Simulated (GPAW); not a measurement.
# TiAl3 (Pmm2) in GPAW: further runs

One crystal, TiAl3, is run at these levels: LDA; tasks: band structure, equation of state.

Everything below comes from runs of GPAW 26.7.0. Logs are shortened: lines on timing, memory, paths and dates and some standing lists are left out, and cuts for length are marked. The log counts tension as positive stress, the text compression.

## 1. Starting point

It takes space group Pmm2 (No. 25, orthorhombic). The conventional cell has a = 2.840 Å, b = 4.681 Å, c = 4.901 Å, α = 90.00°, β = 90.00°, γ = 90.00°. Ti (site symmetry mm2) is surrounded by 10 Al at 2.83 to 2.85 Å and 2 Ti at 2.84 Å. Al (site symmetry mm2) has 10 Al at 2.81 to 2.86 Å and 2 Ti at 2.85 Å as nearest neighbours. Al (site symmetry mm2) has 8 Al at 2.81 to 2.86 Å and 4 Ti at 2.85 Å as nearest neighbours. Al (site symmetry mm2) is surrounded by 4 Ti at 2.83 to 2.84 Å and 8 Al at 2.84 to 2.86 Å.

The cell comes from a database or a generator and needn't be the stable form of this composition.

## 2. Band structure, LDA

run.py reads:

```python
from ase import Atoms
from ase.dft.bandgap import bandgap
from ase.io import write
from ase.units import GPa
from gpaw import GPAW, PW

atoms = Atoms(['Ti', 'Al', 'Al', 'Al'],
              cell=[[2.839677, 0.0, 0.0],
                    [0.0, 4.681264, 0.0],
                    [0.0, 0.0, 4.900742]],
              scaled_positions=[[0.0, 0.5, 0.165916],
                                [0.0, 0.0, 0.8359],
                                [0.5, 0.0, 0.330912],
                                [0.5, 0.5, 0.667271]],
              pbc=True)

calc = GPAW(mode=PW(600),
            xc='LDA',
            kpts={'size': (8, 5, 5), 'gamma': True},
            occupations={'name': 'fermi-dirac', 'width': 0.05},
            nbands=23,
            convergence={'density': 1e-05, 'energy': 1e-05},
            maxiter=150,
            txt='gpaw.txt')
atoms.calc = calc
energy = atoms.get_potential_energy()
forces = atoms.get_forces()
stress = atoms.get_stress()
calc.write('gs.gpw')
write('result.traj', atoms)
print(f'Energy: {energy:.6f} eV')
print('Forces (eV/A):')
print(forces.round(4))
print('Stress (GPa):', (stress / GPa).round(3))
print('Fermi level:', round(calc.get_fermi_level(), 4), 'eV')
print(f'Gap: {bandgap(calc)[0]:.4f} eV, direct: {bandgap(calc, direct=True)[0]:.4f} eV')

path = atoms.cell.bandpath('GXSYGZURTZ,YT,UX,SR', npoints=80, eps=1e-4)
bs_calc = calc.fixed_density(kpts=path, symmetry='off', nbands=37,
                             convergence={'bands': 'CBM+6.0', 'eigenstates': 1e-6}, txt='bands.txt')
bs = bs_calc.band_structure()
bs.write('bs.json')
print(f'Gap on the path: {bandgap(bs_calc)[0]:.4f} eV')
```

Potentials or basis: the program's PAW data sets (release 1.2.1) made for this functional, pw.

Started as:

```bash
$ OMP_NUM_THREADS=1 python run.py
```

gpaw.txt:

```text
__  _  _
 | _ |_)|_||  |
 |__||  | ||/\| - 26.7.0

Input parameters:
  mode=PW(ecut=600.0),
  convergence={'density': 1e-05, 'energy': 1e-05},
  kpts=MonkhorstPack(size=(8, 5, 5), gamma=True),
  maxiter=150,
  nbands=23,
  occupations=Occupations(name='fermi-dirac', width=0.05),
  xc=XC(name='LDA')

Diagonalizing LCAO Hamiltonian
Converting LCAO to pw mode
    .------.
   /|      |
  / |      |
 *  | Al   |
 Al |      |
 |  |      |
 |  .------.
 | TiAl   /
 |/      /
 *------*

Atoms  # Å, Bohr magnetons
|   | symbol |        x |        y |        z |    initial magnetic moments |
|---|--------|----------|----------|----------|-----------------------------|
| 0 |     Ti | 0.000000 | 2.340632 | 0.813112 | ( 0.0000,  0.0000,  0.0000) |
| 1 |     Al | 0.000000 | 0.000000 | 4.096530 | ( 0.0000,  0.0000,  0.0000) |
| 2 |     Al | 1.419839 | 0.000000 | 1.621714 | ( 0.0000,  0.0000,  0.0000) |
| 3 |     Al | 1.419839 | 2.340632 | 3.270123 | ( 0.0000,  0.0000,  0.0000) |

Unit cell  # Å
| periodic |        x |        y |        z |  lengths |    angles |
|----------|----------|----------|----------|----------|-----------|
|      yes | 2.839677 | 0.000000 | 0.000000 | 2.839677 | 90.000000 |
|      yes | 0.000000 | 4.681264 | 0.000000 | 4.681264 | 90.000000 |
|      yes | 0.000000 | 0.000000 | 4.900742 | 4.900742 | 90.000000 |

Number of symmetries: 4
Symmetry operations  # r_c * U_cc + t_c -> r_c
|   | kind |            matrix            |
|---|------|------------------------------|
| 0 |  E   |  1, 0, 0,  0, 1, 0,  0, 0, 1 |
| 1 |  σ   |  1, 0, 0,  0,-1, 0,  0, 0, 1 |
| 2 |  σ   | -1, 0, 0,  0, 1, 0,  0, 0, 1 |
| 3 |  C2  | -1, 0, 0,  0,-1, 0,  0, 0, 1 |

BZ-sampling:
  Number of BZ points: 200
  Number of IBZ points: 45

  Monkhorst-Pack size: [8, 5, 5]
  Monkhorst-Pack shift: [0.0625, 0.0, 0.0]

K-points  # in reciprocal-cell coordinates
|     |                                coordinates |     weight |
|-----|--------------------------------------------|------------|
|   0 | (  0.00000000,   0.00000000,   0.00000000) | 0.00500000 |
|   1 | (  0.00000000,   0.00000000,   0.20000000) | 0.01000000 |
|   2 | (  0.00000000,   0.00000000,   0.40000000) | 0.01000000 |
|   3 | (  0.00000000,   0.20000000,   0.00000000) | 0.01000000 |
|   4 | (  0.00000000,   0.20000000,   0.20000000) | 0.02000000 |
|   5 | (  0.00000000,   0.20000000,   0.40000000) | 0.02000000 |
|   6 | (  0.00000000,   0.40000000,   0.00000000) | 0.01000000 |
|   7 | (  0.00000000,   0.40000000,   0.20000000) | 0.02000000 |
|   8 | (  0.00000000,   0.40000000,   0.40000000) | 0.02000000 |
|   9 | (  0.12500000,   0.00000000,   0.00000000) | 0.01000000 |
| ... |                                            |            |
|  44 | (  0.50000000,   0.40000000,   0.40000000) | 0.02000000 |

Plane wave coefficients: 2195
Cutoff: 600.0 eV

Spin-components: 1 (collinear spins)
Bands:           23
Projectors:      21
Spin-degeneracy: 2
Datatype:        complex128

Parallelization:
  kpt:    1
  domain: 1
  band:   1

Density:
  Valence electrons: 21.0
  Components: 1
  Grid points: [18 27 28]
  Charge: 0.0  # |e|

Potential:
  Grid points: [18 27 28]

species:
  Ti:
    name:    Titanium
    Z:       22.0
    valence: 12
    core:    10
    charge:  0.0  # [|e|]
    compensation charges:
      type: gauss
      rc: 0.38  # [Å]
      lmax: 2
    cutoffs:
      filter: 2.23  # [Å]
      core: 1.02  # [Å]
    projectors
    | kind |    occ | energy [eV] | rcut [Å] |
    |------|--------|-------------|----------|
    |   3s |  2.000 |     -62.257 |    1.270 |
    |   4s |  2.000 |      -4.593 |    1.270 |
    |   3p |  6.000 |     -38.791 |    1.058 |
    |   4p |  0.000 |      -1.536 |    1.058 |
    |   3d |  2.000 |      -4.463 |    1.058 |
    |    d |        |      22.748 |    1.058 |

    Using partial waves for Ti as LCAO basis

  Al:
    name:    Aluminium
    Z:       13.0
    valence: 3
    core:    10
    charge:  0.0  # [|e|]
    compensation charges:
      type: gauss
      rc: 0.34  # [Å]
      lmax: 2
    cutoffs:
      filter: 1.91  # [Å]
      core: 2.36  # [Å]
    projectors
    | kind |    occ | energy [eV] | rcut [Å] |
    |------|--------|-------------|----------|
    |   3s |  2.000 |      -7.830 |    1.085 |
    |   3p |  1.000 |      -2.783 |    1.085 |
    |    s |        |      19.382 |    1.085 |
    |    p |        |      24.428 |    1.085 |
    |    d |        |       0.000 |    1.085 |

    Using partial waves for Al as LCAO basis

Reference energy: -42909.212981  # eV

eigensolver:
  PPCG
  Converge bands: occupied
  niter=2

density mixing:
  MSR1-Mixer
  Pratt-step length: 0.05
  Maximum mixing coefficient: 0.75
  Old densities: 10
  SVD Regularization: 0.005
  Good broyden scale: 1.0
  Trust region scale: 1.0
  Backstep threshold: 4.0
  History deletion threshold: 6.0
  Fourier metric: weight=20.0, sigma=0.015

occupation numbers:
  Fermi-Dirac:
    width: 0.0500  # eV

poisson solver:
  ecut: 4800.0  # eV

xc functional:
  name: None

convergence criteria:
- Maximum integral of absolute [dens]ity change: 1e-05 electrons / valence electron
- Maximum [total energy] change in last 3 cyles: 1e-05 eV / valence electron
- Maximum integral of absolute [eigenst]ate change: 4e-08 eV^2 / valence electron
maximum number of iterations: 150

SCF iterations
|iter     | |      energy | eigst |  dens |
|---------|-|-------------|-------|-------|
|iter:   1| |  -21.183751 | +0.14 |       |
|iter:   2| |  -21.129375 | -2.45 | -1.12 |
|iter:   3| |  -21.220579 | -1.33 | -1.15 |
|iter:   4| |  -21.075859 | -1.72 | -1.22 |
|iter:   5| |  -20.914356 | -2.24 | -1.32 |
|iter:   6| |  -20.915847 | -3.36 | -1.96 |
|iter:   7| |  -20.915216 | -4.09 | -2.57 |
|iter:   8| |  -20.915193 | -5.08 | -3.14 |
|iter:   9| |  -20.915198c| -6.62 | -3.66 |
|iter:  10| |  -20.915200c| -7.84c| -4.11 |
|iter:  11| |  -20.915199c| -7.97c| -4.68 |
|iter:  12| |  -20.915199c| -8.37c| -5.17c|

Converged in 12 steps
Energy contributions relative to reference atoms: (reference = -42909.212981)

Energy contributions:
  Kinetic:          18.792709
  Coulomb:         -12.524908
  Zero:             -0.051990
  External:          0.000000
  Xc:              -27.115530
  Entropy:          -0.030960
  Spinorbit:         0.000000
  ----------------------------
  Free energy:     -20.930679
  Extrapolated:    -20.915199

dipole moment: (-13.954112, -16.153589, -0.501667)  # |e|*Ang

Fermi level: 7.209
Eigenvalues  # (at kpt = [0.000, 0.000, 0.000])
| band index |      eig [eV] | occ [0-2] |
|------------|---------------|-----------|
|          0 |       -48.686 |     2.000 |
|        ... |               |           |
|          3 |       -24.976 |     2.000 |
|          4 |        -2.866 |     2.000 |
|          5 |         2.163 |     2.000 |
|          6 |         3.428 |     2.000 |
|          7 |         3.795 |     2.000 |
|          8 |         4.606 |     2.000 |
[... 8 lines left out ...]
|         17 |        13.603 |     0.000 |
|         18 |        14.045 |     0.000 |
|        ... |               |           |
|         22 |        20.139 |     0.000 |

No gap
No difference between direct/indirect transitions

Forces  # eV/Ang
|       x |       y |        z |
|---------|---------|----------|
| 0.00000 | 0.00000 | -0.04795 |  # Ti   0
| 0.00000 | 0.00000 |  0.07598 |  # Al   1
| 0.00000 | 0.00000 | -0.01757 |  # Al   2
| 0.00000 | 0.00000 | -0.01042 |  # Al   3

Stress tensor  # eV/Ang^3
|        x |        y |        z |
|----------|----------|----------|
| 0.038076 | 0.000000 | 0.000000 |
| 0.000000 | 0.028587 | 0.000000 |
| 0.000000 | 0.000000 | 0.026147 |

# Writing to gs.gpw (mode='')
```

Wall time 90 s (1 thread of Arm Neoverse V2, shared host); peak memory 0.37 GiB.

What came out:

```yaml
Free_energy: -20.9307 eV
Pressure: -5.0 GPa
Largest_force: 0.076 eV/Å
Band_gap_along_the_path: none (metal or under the smearing width)
```

Forces on the atoms (eV/Å):
```
Ti   0.000  0.000 -0.048
Al   0.000  0.000  0.076
Al   0.000  0.000 -0.018
Al   0.000  0.000 -0.010
```

Levels at the corners of the path, in eV from the Fermi level:
| point | band 7 | band 8 | band 9 | band 10 | band 11 | band 12 | band 13 | band 14 | band 15 | band 16 |
| --- | --- | --- | --- | --- | --- | --- | --- | --- | --- | --- |
| Γ | -3.78 | -3.41 | -2.60 | -0.75 | -0.37 | 2.32 | 2.38 | 2.71 | 2.85 | 3.06 |
| X | -2.12 | -1.92 | -1.71 | 0.37 | 0.60 | 0.78 | 1.43 | 1.54 | 2.20 | 2.64 |
| S | -3.61 | -3.29 | -1.65 | -0.46 | -0.31 | 0.79 | 1.17 | 1.35 | 3.45 | 3.81 |
| Y | -3.45 | -3.08 | -1.95 | -1.42 | -0.14 | 2.22 | 2.33 | 2.65 | 3.11 | 4.70 |
| Γ | -3.78 | -3.41 | -2.60 | -0.75 | -0.37 | 2.32 | 2.38 | 2.71 | 2.85 | 3.06 |
| Z | -3.33 | -2.23 | -2.08 | -0.97 | -0.27 | 2.21 | 2.27 | 2.39 | 3.26 | 4.06 |
| U | -3.79 | -3.41 | -1.29 | -0.17 | -0.12 | 0.59 | 1.25 | 1.94 | 3.27 | 3.70 |
| R | -3.48 | -3.22 | -2.73 | -2.71 | -0.71 | -0.16 | 1.03 | 2.05 | 2.32 | 2.52 |
| T | -6.98 | -4.72 | -0.15 | -0.02 | 0.76 | 2.24 | 2.25 | 3.73 | 4.98 | 5.24 |
| Z | -3.33 | -2.23 | -2.08 | -0.97 | -0.27 | 2.21 | 2.27 | 2.39 | 3.26 | 4.06 |
| Y | -3.45 | -3.08 | -1.95 | -1.42 | -0.14 | 2.22 | 2.33 | 2.65 | 3.11 | 4.70 |
| T | -6.98 | -4.72 | -0.15 | -0.02 | 0.76 | 2.24 | 2.25 | 3.73 | 4.98 | 5.24 |
| U | -3.79 | -3.41 | -1.29 | -0.17 | -0.12 | 0.59 | 1.25 | 1.94 | 3.27 | 3.70 |
| X | -2.12 | -1.92 | -1.71 | 0.37 | 0.60 | 0.78 | 1.43 | 1.54 | 2.20 | 2.64 |
| S | -3.61 | -3.29 | -1.65 | -0.46 | -0.31 | 0.79 | 1.17 | 1.35 | 3.45 | 3.81 |
| R | -3.48 | -3.22 | -2.73 | -2.71 | -0.71 | -0.16 | 1.03 | 2.05 | 2.32 | 2.52 |

## 3. Equation of state, LDA

run.py reads:

```python
from ase import Atoms
from ase.eos import EquationOfState
from ase.io import Trajectory
from ase.units import GPa
from gpaw import GPAW, PW

atoms = Atoms(['Ti', 'Al', 'Al', 'Al'],
              cell=[[2.839677, 0.0, 0.0],
                    [0.0, 4.681264, 0.0],
                    [0.0, 0.0, 4.900742]],
              scaled_positions=[[0.0, 0.5, 0.165916],
                                [0.0, 0.0, 0.8359],
                                [0.5, 0.0, 0.330912],
                                [0.5, 0.5, 0.667271]],
              pbc=True)

traj = Trajectory('eos.traj', 'w')
volumes, energies = [], []
for x in [0.94, 0.96, 0.98, 1.0, 1.02, 1.04, 1.06]:
    a = atoms.copy()
    a.set_cell(atoms.cell * x**(1 / 3), scale_atoms=True)
    calc = GPAW(mode=PW(600),
                xc='LDA',
                kpts={'size': (8, 5, 5), 'gamma': True},
                occupations={'name': 'fermi-dirac', 'width': 0.05},
                nbands=23,
                convergence={'density': 1e-05, 'energy': 1e-05},
                maxiter=150,
                txt=f'eos-{x:.2f}.txt')
    a.calc = calc
    energies.append(a.get_potential_energy(force_consistent=True))
    volumes.append(a.get_volume())
    p = -a.get_stress()[:3].mean() / GPa
    calc.write(f'eos-{x:.2f}.gpw')
    traj.write(a)
    print(f'{x:.2f} {volumes[-1]:10.4f} A^3 {energies[-1]:14.6f} eV {p:9.3f} GPa', flush=True)

v0, e0, B = EquationOfState(volumes, energies, eos='birchmurnaghan').fit()
print(f'V0 = {v0:.4f} A^3, E0 = {e0:.6f} eV, B0 = {B / GPa:.2f} GPa')
```

Potentials or basis: the program's PAW data sets (release 1.2.1) made for this functional, pw.

Started as:

```bash
$ OMP_NUM_THREADS=1 python run.py
```

It took 4.6 min on 1 thread of Arm Neoverse V2, shared host; peak memory 0.44 GiB.

It converged, with:

```yaml
Equilibrium_volume: 15.53 Å³/atom
Bulk_modulus_at_fixed_shape_and_positions: 109 GPa
Pressure_derivative_of_the_bulk_modulus: 4.2
```

Energy against volume, from the lowest point:
```
volume (Å³/atom)  energy (meV/atom)
          15.310               0.80
          15.635               0.00
          15.961               3.68
          16.287              11.40
          16.612              22.73
          16.938              37.28
          17.264              54.75
```

Caveat: the cell was scaled at fixed shape and fractional positions, which overstates the stiffness of a crystal with free parameters, most of all of layers and chains.
